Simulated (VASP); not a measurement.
# BAs (F-43m) in VASP: notebook

Runs on BAs. Level: PBE+D3(BJ). Tasks: single point, relaxation of cell and atoms.

Everything below comes from runs of VASP 6.6.1. Logs are shortened: lines on timing, memory, paths and dates and some standing lists are left out, and cuts for length are marked.

### Step 1. The crystal as given

Symmetry: F-43m, No. 216, cubic system. Conventional cell: a = 4.809 Å, b = 4.809 Å, c = 4.809 Å, α = 90.00°, β = 90.00°, γ = 90.00°. B (site symmetry -43m) has 4 As at 2.08 Å as nearest neighbours. Around As (site symmetry -43m) lie 4 B at 2.08 Å.

### Step 2. Single point, PBE+D3(BJ) (relaxed again under DFT PBE+D3(BJ), scalar-relativistic, plane waves, PAW)

INCAR

```
PREC = Accurate
ENCUT = 520
EDIFF = 1E-7
ISMEAR = 0
SIGMA = 0.02
LREAL = F
LASPH = T
NELM = 60
ALGO = Normal
ISIF = 2
LWAVE = F
LCHARG = F
GGA = PE
IVDW = 12
NBANDS = 11
```

KPOINTS

```
regular mesh
0
Gamma
  10 10 10
```

POSCAR

```
BAs
1.0
    0.0000000000      2.3819227052      2.3819227052
    2.3819227052      0.0000000000      2.3819227052
    2.3819227052      2.3819227052      0.0000000000
B As
1 1
Direct
    0.0000000000      0.0000000000      0.0000000000
    0.2500000000      0.2500000000      0.2500000000
```

Potentials or basis: VASP PAW PBE potentials, release 64 (B, As).

Launch:

```
cat potpaw_PBE.64/B/POTCAR potpaw_PBE.64/As/POTCAR > POTCAR
mpirun -np 1 vasp_std > vasp.out
```

OUTCAR:

```text
PREC = Accurate
   ENCUT = 520
   EDIFF = 1E-7
   ISMEAR = 0
   LREAL = F
   LASPH = T
   NELM = 60
   ISIF = 2
   GGA = PE
   IVDW = 12
 IVDW          = 12

 ion  position               nearest neighbor table
   1  0.000  0.000  0.000-   2 2.06   2 2.06   2 2.06   2 2.06
   2  0.250  0.250  0.250-   1 2.06   1 2.06   1 2.06   1 2.06

  LATTYP: Found a face centered cubic cell.
 ALAT       =     4.7638454104

  Lattice vectors:

 A1 = (   0.0000000000,   2.3819227052,   2.3819227052)
 A2 = (   2.3819227052,   0.0000000000,   2.3819227052)
 A3 = (   2.3819227052,   2.3819227052,   0.0000000000)

Analysis of symmetry for initial positions (statically):
=====================================================================
 Subroutine PRICEL returns:
 Original cell was already a primitive cell.

 Routine SETGRP: Setting up the symmetry group for a
 face centered cubic supercell.

 Subroutine GETGRP returns: Found 24 space group operations
 (whereof 24 operations were pure point group operations)
 out of a pool of 48 trial point group operations.

The static configuration has the point symmetry T_d .

Analysis of symmetry for dynamics (positions and initial velocities):
=====================================================================
 Subroutine PRICEL returns:
 Original cell was already a primitive cell.

 Routine SETGRP: Setting up the symmetry group for a
 face centered cubic supercell.

 Subroutine GETGRP returns: Found 24 space group operations
 (whereof 24 operations were pure point group operations)
 out of a pool of 48 trial point group operations.

The dynamic configuration has the point symmetry T_d .

 Subroutine INISYM returns: Found 24 space group operations
 (whereof 24 operations are pure point group operations),
 and found     1 'primitive' translations

----------------------------------------------------------------------------------------

                                     Primitive cell

  volume of cell :      27.0279

  direct lattice vectors                    reciprocal lattice vectors
     0.000000000  2.381922705  2.381922705    -0.209914452  0.209914452  0.209914452
     2.381922705  0.000000000  2.381922705     0.209914452 -0.209914452  0.209914452
     2.381922705  2.381922705  0.000000000     0.209914452  0.209914452 -0.209914452

  length of vectors
     3.368547394  3.368547394  3.368547394     0.363582497  0.363582497  0.363582497

  position of ions in fractional coordinates (direct lattice)
     0.000000000  0.000000000  0.000000000
[... 88 lines left out ...]
   PSTRESS=    0.0 pullay stress
   NELECT =       8.0000    total number of electrons
   NUPDOWN=      -1.0000    fix difference up-down
   EMIN   =  10.00;   EMAX   =-10.00  energy-range for DOS
   EFERMI =   0.00;   METHOD = LEGACY
   ISMEAR =     0;   SIGMA  =   0.02  broadening in eV -4-tet -1-fermi 0-gaus
   EFERMI_NEDOS =   21; number of points for ismear=-14 and -15
   IALGO  =     38    algorithm
   IMIX   =      4    mixing-type and parameters
     AMIX     =   0.40;   BMIX     =  1.00
     AMIX_MAG =   1.60;   BMIX_MAG =  1.00
  volume/ion in A,a.u.               =      13.51        91.20
  Fermi-wavevector in a.u.,A,eV,Ry     =   1.091023  2.061734 16.195433  1.190331
  Thomas-Fermi vector in A             =   2.227259
   LORBIT       =      0    0 simple, 1 ext, 2 COOP (PROOUT), +10 PAW based schemes
   GGA     = PE    functional components
   LHFCALC =     F    Hartree Fock is set to
   AEXX    =    0.0000 exact exchange contribution
   IVDW    =    12    specifies the selected vdW correction
   LEPSILON=     F    determine dielectric tensor
   LRPA    =     F    only Hartree local field effects (RPA)
 non-spin polarized calculation
 Gauss-broadening in eV      SIGMA  =   0.02
  energy-cutoff  :      520.00
  volume of cell :       27.03
 maximum number of plane-waves:       745
 NGX is ok and might be reduce to    28
   NGX = 13   NGY = 13   NGZ = 13

 number of electron       8.0000000 magnetization

 Free energy of the ion-electron system (eV)
  ---------------------------------------------------
  ext. energy  EPLUGINS =         0.00000000
  ---------------------------------------------------
  free energy    TOTEN  =       -11.40069397 eV

  energy without entropy =      -11.40069397  energy(sigma->0) =      -11.40069397

 E-fermi :   6.3232     XC(G=0): -10.6202

 val. band max:        6.2178025196   @ k =   0.0000   0.0000   0.0000
 cond. band min:       7.3848025013   @ k =   0.4000   0.4000   0.0000
 fundamental gap:      1.1669999817
 Fermi energy:         6.3231977074

 k-point     1 :       0.0000    0.0000    0.0000
  band No.  band energies     occupation
      1      -9.2592      2.00000
      2       6.2178      2.00000
      3       6.2178      2.00000
      4       6.2178      2.00000
      5       9.5047      0.00000
      6       9.5047      0.00000
      7       9.5047      0.00000
      8      11.0101      0.00000
      9      15.8412      0.00000
     10      19.2018      0.00000
     11      19.2018      0.00000
[... 309 lines left out ...]
 k-point    24 :       0.4000    0.3000    0.0000
  band No.  band energies     occupation
      1      -6.5924      2.00000
      2      -0.2622      2.00000
      3       2.2069      2.00000
      4       2.7014      2.00000
      5       7.9097      0.00000
      6       9.6163      0.00000
      7      15.1128      0.00000
      8      15.3407      0.00000
      9      18.3436      0.00000
     10      22.1414      0.00000
     11      22.1435      0.00000

 [... further k-points ...]

------------------------ aborting loop because EDIFF is reached ----------------------------------------

 Edisp (eV)   -0.66528

 E8    (eV) :    -0.2644

  FORCE on cell =-STRESS in cart. coord.  units (eV):
  Direction    XX          YY          ZZ          XY          YZ          ZX
  --------------------------------------------------------------------------------------
  -------------------------------------------------------------------------------------
  Total       0.12113     0.12113     0.12113     0.00000     0.00000     0.00000
  in kB       7.18015     7.18015     7.18015     0.00000     0.00000     0.00000
  external pressure =        7.18 kB  Pullay stress =        0.00 kB

 VOLUME and BASIS-vectors are now :
 -----------------------------------------------------------------------------
  energy-cutoff  :      520.00
  volume of cell :       27.03
      direct lattice vectors                 reciprocal lattice vectors
     0.000000000  2.381922705  2.381922705    -0.209914452  0.209914452  0.209914452
     2.381922705  0.000000000  2.381922705     0.209914452 -0.209914452  0.209914452
     2.381922705  2.381922705  0.000000000     0.209914452  0.209914452 -0.209914452

 POSITION                                       TOTAL-FORCE (eV/Angst)
 -----------------------------------------------------------------------------------
      0.00000      0.00000      0.00000         0.000000      0.000000      0.000000
      1.19096      1.19096      1.19096        -0.000000     -0.000000     -0.000000
 -----------------------------------------------------------------------------------
    total drift:                               -0.000000     -0.000000     -0.000000

  FREE ENERGIE OF THE ION-ELECTRON SYSTEM (eV)
  ---------------------------------------------------
  free  energy   TOTEN  =       -12.0659727648 eV

  energy  without entropy=      -12.0659727648  energy(sigma->0) =      -12.06597276
```

OSZICAR:

```text
N       E                     dE             d eps       ncg     rms          rms(c)
DAV:   1     0.121478120479E+02    0.12148E+02   -0.38246E+03  1034   0.649E+02
DAV:   2    -0.113573502908E+02   -0.23505E+02   -0.22119E+02  1401   0.104E+02
DAV:   3    -0.120544749662E+02   -0.69712E+00   -0.69536E+00  1282   0.168E+01
DAV:   4    -0.120562285806E+02   -0.17536E-02   -0.17536E-02  1139   0.972E-01
DAV:   5    -0.120562312633E+02   -0.26827E-05   -0.26827E-05  1248   0.404E-02    0.499E+00
DAV:   6    -0.114687051514E+02    0.58753E+00   -0.16073E+00  1100   0.518E+00    0.243E+00
DAV:   7    -0.114071420480E+02    0.61563E-01   -0.20026E-01  1202   0.219E+00    0.991E-01
DAV:   8    -0.114002308988E+02    0.69111E-02   -0.20434E-02  1169   0.815E-01    0.991E-02
DAV:   9    -0.114005332345E+02   -0.30234E-03   -0.75869E-04  1193   0.160E-01    0.596E-02
DAV:  10    -0.114006879737E+02   -0.15474E-03   -0.19060E-04  1114   0.843E-02    0.122E-02
DAV:  11    -0.114006938245E+02   -0.58508E-05   -0.53298E-06  1261   0.155E-02    0.107E-02
DAV:  12    -0.114006939148E+02   -0.90313E-07   -0.26800E-06  1106   0.892E-03    0.377E-03
DAV:  13    -0.114006939677E+02   -0.52911E-07   -0.85533E-08  1031   0.189E-03
   1 F= -.12065973E+02 E0= -.12065973E+02  d E =-.294479E-16
```

stdout:

```text
POSCAR found type information on POSCAR B As
 POSCAR found :  2 types and       2 ions
 scaLAPACK will be used
 LDA part: xc-table for (Slater+PW92), standard interpolation
 POSCAR, INCAR and KPOINTS ok, starting setup
 FFT: planning ... GRIDC
 FFT: planning ... GRID_SOFT
 FFT: planning ... GRID
 WAVECAR not read
 entering main loop
```

It took 10 s on 1 thread of AMD EPYC 9R45 (Zen 5), shared host; peak memory 0.14 GiB.

Results:

```
Free energy                : -12.0660 eV
Pressure                   : 0.7 GPa
Band gap on the k mesh     : 1.17 eV, indirect (least direct gap 3.29 eV)
Dispersion energy per atom : -0.333 eV
```

Levels at points of the mesh, in eV from the valence-band top:
```
           k point  band 2  band 3  band 4  band 5  band 6  band 7
(0.00, 0.00, 0.00)    0.00    0.00    0.00    3.29    3.29    3.29
(0.50, 0.00, 0.00)   -8.85   -1.84   -1.84    2.74    4.79    4.79
(0.50, 0.50, 0.00)   -8.58   -4.12   -4.12    1.42    1.43   11.45
```

A k mesh can miss the band edges.

### Step 3. Relaxation of cell and atoms, PBE+D3(BJ)

INCAR

```
  ALGO = Fast
  EDIFF = 1E-6
  EDIFFG = -0.005
  ENCUT = 600
  GGA = PE
  IBRION = 2
  ISIF = 3
  ISMEAR = 0
  IVDW = 12
  LASPH = True
  LCHARG = False
  LREAL = False
  LWAVE = False
  NELM = 100
  NSW = 70
  PREC = Accurate
  SIGMA = 0.02
```

KPOINTS

```
k-points
0
Gamma
  10 10 10
```

POSCAR

```
BAs
1.0
    0.0000000000      2.4044111851      2.4044111851
    2.4044111851      0.0000000000      2.4044111851
    2.4044111851      2.4044111851      0.0000000000
B As
1 1
Direct
    0.0000000000      0.0000000000      0.0000000000
    0.2500000000      0.2500000000      0.2500000000
```

Potentials or basis: VASP PAW PBE potentials, release 64 (B, As).

Launch:

```
cat potpaw_PBE.64/B/POTCAR potpaw_PBE.64/As/POTCAR > POTCAR
mpirun -np 1 vasp_std > vasp.out
```

OUTCAR:

```text
EDIFF = 1E-6
   EDIFFG = -0.005
   ENCUT = 600
   GGA = PE
   IBRION = 2
   ISIF = 3
   ISMEAR = 0
   IVDW = 12
   LASPH = True
   LREAL = False
   NELM = 100
   NSW = 70
   PREC = Accurate
 IVDW          = 12

 ion  position               nearest neighbor table
   1  0.000  0.000  0.000-   2 2.08   2 2.08   2 2.08   2 2.08
   2  0.250  0.250  0.250-   1 2.08   1 2.08   1 2.08   1 2.08

  LATTYP: Found a face centered cubic cell.
 ALAT       =     4.8088223702

  Lattice vectors:

 A1 = (   0.0000000000,   2.4044111851,   2.4044111851)
 A2 = (   2.4044111851,   0.0000000000,   2.4044111851)
 A3 = (   2.4044111851,   2.4044111851,   0.0000000000)

Analysis of symmetry for initial positions (statically):
=====================================================================
 Subroutine PRICEL returns:
 Original cell was already a primitive cell.

 Routine SETGRP: Setting up the symmetry group for a
 face centered cubic supercell.

 Subroutine GETGRP returns: Found 24 space group operations
 (whereof 24 operations were pure point group operations)
 out of a pool of 48 trial point group operations.

The static configuration has the point symmetry T_d .

Analysis of symmetry for dynamics (positions and initial velocities):
[... 151 lines left out ...]
--------------------------------------- Ionic step        1  -------------------------------------------

 number of electron       8.0000000 magnetization

 Free energy of the ion-electron system (eV)
  ---------------------------------------------------
  ext. energy  EPLUGINS =         0.00000000
  ---------------------------------------------------
  free energy    TOTEN  =       -11.41425123 eV

  energy without entropy =      -11.41425123  energy(sigma->0) =      -11.41425123

------------------------ aborting loop because EDIFF is reached ----------------------------------------

 Edisp (eV)   -0.64682

 E8    (eV) :    -0.2572
[... 71 lines left out ...]
--------------------------------------- Ionic step        3  -------------------------------------------

 number of electron       8.0000000 magnetization

 Free energy of the ion-electron system (eV)
  ---------------------------------------------------
  ext. energy  EPLUGINS =         0.00000000
  ---------------------------------------------------
  free energy    TOTEN  =       -11.40537772 eV

  energy without entropy =      -11.40537772  energy(sigma->0) =      -11.40537772

 E-fermi :   6.3118     XC(G=0): -10.5985

 val. band max:        6.1623261158   @ k =   0.0000   0.0000   0.0000
 cond. band min:       7.3346286603   @ k =   0.4000   0.4000   0.0000
 fundamental gap:      1.1723025446
 Fermi energy:         6.3117719562

 k-point     1 :       0.0000    0.0000    0.0000
  band No.  band energies     occupation
      1      -9.2686      2.00000
      2       6.1623      2.00000
      3       6.1623      2.00000
      4       6.1623      2.00000
      5       9.4430      0.00000
      6       9.4430      0.00000
      7       9.4430      0.00000
      8      10.8915      0.00000
[... 243 lines left out ...]
 k-point    24 :       0.4000    0.3000    0.0000
  band No.  band energies     occupation
      1      -6.6154      2.00000
      2      -0.3038      2.00000
      3       2.1724      2.00000
      4       2.6643      2.00000
      5       7.8569      0.00000
      6       9.5594      0.00000
      7      15.0215      0.00000
      8      15.2523      0.00000

 [... further k-points ...]

------------------------ aborting loop because EDIFF is reached ----------------------------------------

 Edisp (eV)   -0.66198

 E8    (eV) :    -0.2631
[... 25 lines left out ...]
  FREE ENERGIE OF THE ION-ELECTRON SYSTEM (eV)
  ---------------------------------------------------
  free  energy   TOTEN  =       -12.0673579538 eV

  energy  without entropy=      -12.0673579538  energy(sigma->0) =      -12.06735795

 reached required accuracy - stopping structural energy minimisation
```

Run time: 16 s. Hardware: 1 thread of AMD EPYC 9R45 (Zen 5), shared host; peak memory 0.15 GiB.

Results:

```
Free energy                            : -12.0674 eV
Relaxed volume                         : 13.58 Å³/atom
Relaxed cell                           : a = 3.374 Å, b = 3.374 Å, c = 3.374 Å, α = 60.00°, β = 60.00°, γ = 60.00°
Space group after relaxing (to 0.05 Å) : F-43m (No. 216)
Energy gained by relaxing              : 3.1 meV/atom
Ionic steps                            : 3
Pressure after relaxing                : 0.0 GPa
Band gap on the k mesh                 : 1.17 eV, indirect (least direct gap 3.28 eV)
Dispersion energy per atom             : -0.331 eV
```

The path:
| step | energy change (eV) | largest force (eV/Å) | pressure (GPa) | volume (Å³) |
| --- | --- | --- | --- | --- |
| 1 | 0.0000 | 0.0000 | -3.09 | 27.80 |
| 2 | -0.0033 | 0.0000 | 2.30 | 26.74 |
| 3 | -0.0063 | 0.0000 | 0.00 | 27.16 |

Final structure:
```cif
data_structure
_symmetry_space_group_name_H-M 'P 1'
_symmetry_Int_Tables_number 1
_cell_length_a 3.3741
_cell_length_b 3.3741
_cell_length_c 3.3741
_cell_angle_alpha 60.000
_cell_angle_beta 60.000
_cell_angle_gamma 60.000
_cell_volume 27.16
loop_
_atom_site_label
_atom_site_type_symbol
_atom_site_fract_x
_atom_site_fract_y
_atom_site_fract_z
_atom_site_occupancy
B1 B 0.00000 0.00000 0.00000 1
As1 As 0.25000 0.25000 0.25000 1
```

Levels at points of the mesh, in eV from the valence-band top:
```tsv
k point	band 1	band 2	band 3	band 4	band 5	band 6	band 7	band 8
(0.00, 0.00, 0.00)	-15.43	0.00	0.00	0.00	3.28	3.28	3.28	4.73
(0.50, 0.00, 0.00)	-12.55	-8.81	-1.83	-1.83	2.71	4.78	4.78	8.87
(0.50, 0.50, 0.00)	-11.22	-8.55	-4.09	-4.09	1.42	1.44	11.40	11.40
```

A k mesh can miss the band edges. Expect the measured gap to be larger: semilocal functionals such as PBE lack the derivative discontinuity.
